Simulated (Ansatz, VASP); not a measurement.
**One calculation of CsSnBr3, two programs**

```
Cs Sn Br
1.0
     5.81000    0.00000    0.00000
     0.00000    5.81000    0.00000
     0.00000    0.00000    5.81000
Cs Sn Br
1 1 3
Direct
  0.50000 0.50000 0.50000
  0.00000 0.00000 0.00000
  0.50000 0.00000 0.00000
  0.00000 0.50000 0.00000
  0.00000 0.00000 0.50000
```

Alike in both runs: task relaxation of cell and atoms; functional LDA; k mesh 6 × 6 × 6; no spin polarisation.

|  | VASP | Ansatz |
| --- | --- | --- |
| version | VASP 6.6.1 | Ansatz 0.2.0 |
| potentials or method | VASP PAW LDA potentials, release 64 (Cs_sv, Sn_d, Br) | scalar-relativistic, plane waves, PAW |
| plane-wave cutoff (eV) | 600 | 420 |
| occupations | gaussian, width 0.01 eV | fixed |
| valence electrons in the cell | 44 | 44 |

VASP gave:

```
gap on the k mesh at the Fermi level, each at its own relaxed structure (eV) : none
relaxed volume (Å³/atom)                                                     : 36.46
relaxed cell length with the largest relative difference (Å)                 : 5.670
energy change over the relaxation (meV/atom)                                 : -15
```

Problem. Estimate Ansatz's values.

Solution. gap on the k mesh at the Fermi level, each at its own relaxed structure (eV): none; relaxed volume (Å³/atom): 36.36; relaxed cell length with the largest relative difference (Å): 5.665; energy change over the relaxation (meV/atom): -16.

A gap of «none» marks a metal or a gap that the smearing closes. Ansatz warned: «unresolved_pair_at_count».

The runs have no spin-orbit coupling, so splittings on Cs are missing.
